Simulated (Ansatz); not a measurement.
Crystal: Sc.

```
Sc
1.0
    -1.91721    1.91721    1.71760
     1.91721   -1.91721    1.71760
     1.91721    1.91721   -1.71760
Sc
1
Direct
  0.00000 0.00000 0.00000
```

This isn't the form of Sc at room conditions, which is hcp.

| Item | Value |
| --- | --- |
| Program | Ansatz 0.2.0 |
| Task | single point |
| Functional | PBE |
| Potentials or basis | Ansatz PAW |
| Cutoff | 420 eV (not typed: the program's choice for these potentials) |
| k mesh | 10 × 10 × 10 |
| Occupations | fermi-dirac, width 0.05 eV |
| Spin | no spin polarisation |

On this cell: pressure -0.8 GPa; band gap on the k mesh none (metal or under the smearing width).

The same run follows on a disturbed copy (cell strained at random at fixed volume):

```
Sc
1.0
    -2.00168    1.96521    1.81529
     1.91710   -1.89426    1.64167
     1.93748    1.83005   -1.73609
Sc
1
Direct
  0.00306 0.00531 0.99425
```

What does the disturbed cell give?

The energy (extrapolated to zero smearing) moves by +10.0 meV/atom; pressure -0.8 GPa; band gap on the k mesh none (metal or under the smearing width).

Stress tensor (GPa, compression positive):
```
-0.86  1.07  1.38
 1.07 -1.42 -1.12
 1.38 -1.12 -0.19
```
